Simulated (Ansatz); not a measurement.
# GaN (F-43m): dielectric-dependent hybrid calculation, by script

The task is a dielectric-dependent hybrid calculation, for GaN (F-43m).

Program: Ansatz 0.2.0 through its Python package. The levels of theory stand in the script. These are calculated values, not measurements.

## 1. The structure

It takes space group F-43m (No. 216, cubic). The conventional cell has a = 4.507 Å, b = 4.507 Å, c = 4.507 Å, α = 90.00°, β = 90.00°, γ = 90.00°. Ga (site symmetry -43m) has 4 N at 1.95 Å as nearest neighbours. N (site symmetry -43m) is surrounded by 4 Ga at 1.95 Å.

Input file POSCAR_gan:

```text
GaN
1.0
   0.00000000    2.25350061    2.25350061
   2.25350061    0.00000000    2.25350061
   2.25350061    2.25350061    0.00000000
Ga N
1 1
Direct
   0.00000000    0.00000000    0.00000000
   0.75000000    0.75000000    0.75000000
```

## 2. The script

run_ddh.py

```python
"""Dielectric-dependent hybrid for GaN."""

import warnings

import ansatz as az
from ase.io import read
import numpy as np


def count_gap(report):
    # lowest empty less highest filled band, counting bands; zero where they overlap
    return max(report.get("gap_by_band_count_ev") or 0.0, 0.0)

warnings.simplefilter("ignore", az.DeckWarning)

atoms = read("POSCAR_gan", format="vasp")
xtal = az.Crystal.from_ase(atoms)

calc = (
    xtal.calculation()
    .kpoints(6)
    .occupations("fixed")
    .band_table()
)
semilocal = calc.functional("pbesol").run(threads=1).report
hybrid = calc.functional(exchange="pbesol", correlation="pbesol", exact_fraction="inverse_dielectric").run(threads=1).report
alpha = hybrid["hybrid"]["exact_exchange_fraction"]
print(f"fraction of exact exchange {alpha:.4f}, so eps_inf = {1 / alpha:.2f}")
print(f"gap by band count: {count_gap(semilocal):.3f} eV semilocal, {count_gap(hybrid):.3f} eV hybrid")
```

## 3. Launch

Run with:

```bash
python run_ddh.py
```

Standard output:

```text
fraction of exact exchange 0.1654, so eps_inf = 6.05
gap by band count: 1.662 eV semilocal, 2.925 eV hybrid
```

Run time: 30 s. Hardware: 1 thread of Arm Neoverse V1, shared host; peak memory 0.94 GiB.

## 4. Run by run

The 2 runs, in the order started:

| run | functional | hamiltonian.xc.exchange | hamiltonian.xc.correlation | energy (eV/atom) | gap on the mesh (eV) | SCF cycles | CPU time (s) |
| --- | --- | --- | --- | --- | --- | --- | --- |
| 1 | pbesol | not set | not set | -2061.4149 | 1.66 | 6 | 0.63 |
| 2 | not set | pbesol | pbesol | -2065.8885 | 2.92 | 11 | 27 |

Totals under unlike functionals or potentials can't be compared directly.

## 5. Summary of results

| quantity | value |
| --- | --- |
| runs compared | 2 |
| gap on the mesh | 1.66 (pbesol) to 2.92 eV (the functional composed in the script) |

What this shows: The fraction is 0.1654, one over a mean dielectric constant (a third of the trace) of 6.05. It opens the gap from 1.662 to 2.925 eV, by 1.26 eV. This cell is a computed structure, which may not be the phase found in nature. Levels are Kohn-Sham eigenvalues on this mesh, without spin-orbit coupling. The gaps are those of a coarse mesh; the run finds the dielectric constant of the semilocal functional on meshes of its own.
